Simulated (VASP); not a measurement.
Runs of VASP 6.6.1 on GaN. The structure is cubic, space group F-43m (No. 216). Conventional cell: a = 4.500 Å, b = 4.500 Å, c = 4.500 Å, α = 90.00°, β = 90.00°, γ = 90.00°. Ga (site symmetry -43m) is surrounded by 4 N at 1.95 Å. N (site symmetry -43m) has 4 Ga at 1.95 Å as nearest neighbours. The cell was built by a generator and needn't be a form met in nature.

```tsv
level	potentials or basis	grid for exact exchange (PRECFOCK)	screening parameter	gap on the mesh (eV)	pressure (GPa)	relaxed volume (Å³/atom)
PBEsol	VASP PAW PBE potentials, release 64 (Ga_d, N)	-	-	(a)	0.0	(c)
HSE06	VASP PAW PBE potentials, release 64 (Ga_d, N)	Fast	0.2 1/A	(b)	0.0	11.36
r2SCAN	VASP PAW PBE potentials, release 64 (Ga_d, N)	-	-	2.12	0.1	11.44
LDA	VASP PAW LDA potentials, release 64 (Ga_d, N)	-	-	1.95	0.2	11.10
```

Alike in all rows: task relaxation of cell and atoms; no spin polarisation; cell relaxed; k mesh 8 × 8 × 8; cutoff (eV) 600; smearing fermi-dirac 0.05 eV.

**Question.** Fill in the values left out.

**Answer.** (a) 1.74; (b) 3.05; (c) 11.35.

Caveats: the PAW data sets were made with another functional, which shifts forces and pressure a little (some runs).

A k mesh can miss the band edges, and the runs leave out spin-orbit coupling on Ga.

Runs at the PBE level aren't shown here.
